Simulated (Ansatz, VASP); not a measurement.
## ZnCu in VASP and in Ansatz

```
CELL_PARAMETERS angstrom
2.94500 0.00000 0.00000
0.00000 2.94500 0.00000
0.00000 0.00000 2.94500
ATOMIC_POSITIONS crystal
Zn 0.50000 0.50000 0.50000
Cu 0.00000 0.00000 0.00000
```

Alike in both runs: task single point; functional PBE; k mesh 16 × 16 × 16; occupations gaussian, width 0.15 eV; no spin polarisation.

```csv
,VASP,Ansatz
version,VASP 6.6.1,Ansatz 0.2.0
potentials or method,"VASP PAW PBE potentials, release 64 (Zn, Cu)","scalar-relativistic, plane waves, PAW"
plane-wave cutoff (eV),520,420
valence electrons in the cell,23,31
```

|  | VASP | Ansatz | Ansatz less VASP |
| --- | --- | --- | --- |
| gap on the k mesh at the Fermi level (eV) | none | none | - |
| pressure (GPa) | 2.8 | 2.3 | -0.51 |

A gap of «none» marks a metal or a gap that the smearing closes. The functional is the same, so the differences come from potentials, cutoffs and numerics. The two sets of potentials don't hold the same shells in valence.
